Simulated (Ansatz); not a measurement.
Density of states of Mn$_{3}$Sb (Pm-3m, a = 3.757 Å, b = 3.757 Å, c = 3.757 Å, α = 90.00°, β = 90.00°, γ = 90.00°), in states per eV and primitive cell, averaged over bins of 0.3 eV. Level of theory: Ansatz 0.2.0, DFT PBEsol, scalar-relativistic, plane waves, PAW.

Plane waves to 420 eV, a k mesh through Γ of 12×12×12 on the computed 4-atom cell and Gaussian smearing (0.10 eV); collinear spin from starting moments 2.16 2.16 2.16 0 μB.

The cell is relaxed at this level. The states (both spins) are summed by tetrahedra on a 18×18×18 mesh at the self-consistent density. Energies are bin centres; the table starts no lower than −8 eV and ends at 6 eV, or lower where the solved bands end.

It is a metal at this level.

```
E − E_F (eV) total Mn 3d up Mn 3d down Sb 5p up Sb 5p down Mn 4s up Mn 4s down
       -7.60   0.09      0.01        0.00      0.05        0.00      0.03        0.00
       -7.30   0.29      0.03        0.00      0.12        0.03      0.08        0.02
       -7.00   0.55      0.05        0.02      0.18        0.11      0.10        0.07
       -6.70   0.83      0.08        0.03      0.27        0.17      0.14        0.10
       -6.40   1.28      0.17        0.05      0.43        0.25      0.18        0.12
       -6.10   1.55      0.21        0.10      0.43        0.40      0.16        0.17
       -5.80   1.52      0.20        0.13      0.39        0.44      0.12        0.16
       -5.50   1.69      0.30        0.14      0.48        0.42      0.13        0.13
       -5.20   1.43      0.27        0.14      0.35        0.41      0.09        0.10
       -4.90   1.47      0.30        0.19      0.25        0.48      0.07        0.11
       -4.60   2.12      0.72        0.15      0.75        0.30      0.05        0.06
       -4.30   2.51      1.16        0.18      0.63        0.39      0.05        0.05
       -4.00   1.81      0.75        0.25      0.19        0.47      0.05        0.05
       -3.70   2.08      0.90        0.40      0.06        0.50      0.12        0.04
       -3.40   2.93      1.13        0.76      0.05        0.65      0.24        0.03
       -3.10   2.33      1.39        0.34      0.05        0.25      0.23        0.02
       -2.80   3.07      2.45        0.28      0.03        0.07      0.12        0.06
       -2.50   4.39      2.87        0.89      0.02        0.10      0.09        0.30
       -2.20   5.08      2.77        1.28      0.11        0.11      0.08        0.53
       -1.90   6.36      4.74        0.87      0.29        0.05      0.08        0.10
       -1.60   4.47      1.55        2.51      0.01        0.05      0.04        0.15
       -1.30   6.23      2.85        2.86      0.01        0.13      0.04        0.12
       -1.00   8.46      5.81        2.00      0.05        0.12      0.13        0.09
       -0.70   9.77      5.90        2.89      0.14        0.12      0.16        0.05
       -0.40   6.36      2.90        2.64      0.07        0.04      0.18        0.03
       -0.10   1.57      0.68        0.81      0.00        0.01      0.00        0.01
        0.20   1.52      0.75        0.72      0.00        0.00      0.00        0.01
        0.50   3.57      1.79        1.65      0.02        0.01      0.00        0.03
        0.80   4.58      1.46        2.81      0.09        0.02      0.01        0.05
        1.10   8.42      1.63        5.89      0.41        0.04      0.05        0.13
        1.40   5.49      0.91        3.74      0.37        0.03      0.07        0.09
        1.70   4.08      0.48        2.96      0.30        0.02      0.07        0.04
        2.00   3.46      0.33        2.64      0.26        0.02      0.07        0.01
        2.30   2.71      0.24        2.00      0.24        0.05      0.07        0.00
        2.60   2.22      0.19        1.38      0.22        0.23      0.07        0.02
        2.90   2.82      0.14        1.77      0.18        0.41      0.07        0.07
        3.20   1.58      0.10        0.72      0.14        0.26      0.07        0.08
        3.50   1.23      0.08        0.46      0.12        0.22      0.07        0.09
        3.80   1.00      0.05        0.32      0.08        0.19      0.07        0.09
        4.10   0.91      0.04        0.22      0.07        0.16      0.11        0.09
```

The columns after the total are the main Löwdin projections on the occupied valence shells of the potentials; 3 others are left out. The rest of the total lies in those, in shells that are empty in the free atom, which aren't projected, and between the atoms.

Spin-orbit coupling is left out, which matters for the bands of heavy elements. Only parallel moments were tried here.

Only this magnetic start was tried.

Cost: 1 run of about 1.3 core-minutes, on Arm Neoverse V2 (shared hosts).